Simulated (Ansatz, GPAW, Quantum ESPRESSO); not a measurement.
**One calculation of Ir, 4 ways**

```
CELL_PARAMETERS angstrom
2.75138 0.00000 0.00000
-1.37569 2.38276 0.00000
0.00000 0.00000 4.46229
ATOMIC_POSITIONS crystal
Ir 0.33333 0.66667 0.25000
Ir 0.66667 0.33333 0.75000
```

This isn't the form of Ir at room conditions, which is fcc.

Alike in all runs: task single point; functional PBEsol; k mesh 11 × 11 × 6; occupations fermi-dirac, width 0.05 eV; no spin polarisation; no spin-orbit coupling. Pressure is positive in compression and, in plane waves, holds the error of the finite cutoff, which Ansatz's Pulay term estimates and takes out.

| program and potentials | plane-wave cutoff (eV) | notes | pressure (GPa) |
| --- | --- | --- | --- |
| Ansatz, Ansatz PAW | 420 | potentials made for PBE, which Ansatz adapts in part; 17 valence electrons an atom on average; Pulay term of +0.06 GPa included | -12.35 |
| GPAW, PAW data sets generated for this functional | 600 | 15 valence electrons an atom on average | -13.36 |
| Quantum ESPRESSO, GBRV 1.5 PBEsol | 612 | 15 valence electrons an atom on average | -12.38 |
| Ansatz, all-electron LAPW, scalar-relativistic | - | - | -12.38 |

The pressure spans -13.36 (GPAW, PAW data sets generated for this functional) to -12.35 GPa (Ansatz, Ansatz PAW), with all-electron results at -12.38. The cell lies far from this level's equilibrium.

The functional is the same throughout but for its coding, so the spread measures potentials, basis and numerics; runs on potential files found faulty are left out.
